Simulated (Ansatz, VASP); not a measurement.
Two plane-wave programs on Ni

```
Ni
1.0
     0.00000    1.73757    1.73757
     1.73757    0.00000    1.73757
     1.73757    1.73757    0.00000
Ni
1
Direct
  0.00000 0.00000 0.00000
```

Alike in both runs: task relaxation of cell and atoms; functional PBE; k mesh 13 × 13 × 13; occupations fermi-dirac, width 0.05 eV; collinear spin, ferromagnetic start.

|  | VASP | Ansatz |
| --- | --- | --- |
| version | VASP 6.6.1 | Ansatz 0.2.0 |
| potentials or method | VASP PAW PBE potentials, release 64 (Ni) | Ansatz PAW |
| plane-wave cutoff (eV) | 600 | 420 |
| valence electrons in the cell | 10 | 18 |

|  | VASP | Ansatz | Ansatz less VASP |
| --- | --- | --- | --- |
| net moment per atom (μB) | 0.63 | 0.63 | +0.007 |
| size of the moment on the site where the two differ most (μB) | 0.64 | 0.67 | +0.033 |
| relaxed volume (Å³/atom) | 10.88 | 10.89 | +0.006 |
| relaxed cell length with the largest relative difference (Å) | 2.487 | 2.488 | +0.0005 |
| energy change over the relaxation (meV/atom) | -9 | -10 | -0.5 |

Site moments also hang on the region over which each program counts them. The two sets of potentials don't hold the same shells in valence.

Caveats: the plane-wave basis is chosen anew once the cell has moved, so the energies of steps on either side of that aren't comparable (Ansatz).
